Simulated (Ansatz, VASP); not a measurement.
**One calculation of K, two programs**

```
K
1.0
     0.00000    3.25975    3.25975
     3.25975    0.00000    3.25975
     3.25975    3.25975    0.00000
K
1
Direct
  0.00000 0.00000 0.00000
```

This isn't the form of K at room conditions, which is bcc.

Alike in both runs: task relaxation of cell and atoms; functional PBE; dispersion D3(BJ); k mesh 12 × 12 × 12; occupations gaussian, width 0.1 eV; no spin polarisation.

|  | VASP | Ansatz |
| --- | --- | --- |
| version | VASP 6.6.1 | Ansatz 0.2.0 |
| potentials or method | VASP PAW PBE potentials, release 64 (K_sv) | scalar-relativistic, plane waves, PAW |
| plane-wave cutoff (eV) | 600 | 420 |
| valence electrons in the cell | 9 | 9 |

Ansatz gave:

| Item | Value |
| --- | --- |
| gap on the k mesh at the Fermi level, each at its own relaxed structure (eV) | none |
| relaxed volume (Å³/atom) | 69.28 |
| relaxed cell length with the largest relative difference (Å) | 4.610 |

Q: Estimate VASP's values.

A: gap on the k mesh at the Fermi level, each at its own relaxed structure (eV): none; relaxed volume (Å³/atom): 69.22; relaxed cell length with the largest relative difference (Å): 4.609.

A gap of «none» marks a metal or a gap that the smearing closes.

Caveats: pairwise dispersion overbinds metals, which lowers pressure and volume.
